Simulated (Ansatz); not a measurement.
## SrTiO₃: pressure against volume scale

Periodic Kohn-Sham DFT of a crystal at fixed atoms, scaled to volume_scale times the given cell; pressure positive in compression, energy less spherical unpolarised free atoms, largest_vzz the field gradient of largest size among the nuclei. The results are calculated, by Ansatz 0.2.0.

The cell before it is scaled or strained (space group Pm-3m, No. 221):
```
SrTiO3
1.0
      3.9050     0.0000     0.0000
      0.0000     3.9050     0.0000
      0.0000     0.0000     3.9050
Sr Ti O
1 1 3
Direct
  0.00000 0.00000 0.00000
  0.50000 0.50000 0.50000
  0.00000 0.50000 0.50000
  0.50000 0.00000 0.50000
  0.50000 0.50000 0.00000
```

Settings of every row: method all-electron PAW; functional PBE; relativity scalar; k mesh 7x7x7; filling fermi-dirac; smearing width 0.05 eV; nucleus gaussian.

Atom start moment: 0 on all atoms.

```csv
row,volume scale,V (Å³/atom),pressure (GPa),largest V_zz (1e21 V/m^2)
1,0.96,11.433,12.709,0.812
2,0.99,11.79,6.242,1.12
3,1,11.909,?,?
4,1.02,12.148,0.724,1.412
5,1.06,12.624,-5.4,1.781
```

Question: what pressure should row 3 give?

Worked fit of pressure. Take u = (V_r/V)^(2/3) − 1 with V_r = 11.969 Å³ an atom, which is twice the finite (Eulerian) strain; such expansions in the strain, on which the Birch-Murnaghan equation of state is built, carry the rest volume and the bulk modulus. The shown rows have u = 0.03102, 0.0101, -0.00985, -0.0349. Least squares give pressure = 3.3741 + 277.521 × u + 750.7 × u² GPa; a straight line predicts inner rows, each left out in turn, worse (root mean square 0.52 against 0.025 GPa). The rows lie off it by 0.004, -0.012, 0.011, -0.003 (root mean square 0.0085 GPa). The pressure vanishes at u = -0.0126, or V = 12.2 Å³ an atom, and there the bulk modulus at fixed shape and fractions is B = −V dP/dV = (2/3)(1 + u) dP/du = 170 GPa. The withheld row has u = 0.00336, so the fit gives 3.3741 + 277.521 × (0.00336) + 750.7 × (0.00336)² = 4.315 GPa.

The calculation gave 4.305 GPa. The fit lies 0.010 GPa (0.055 % of the column's range) above it; its largest miss of a shown row is 0.012 GPa.

The other values of row 3: largest V_zz 1.219 1e21 V/m^2.
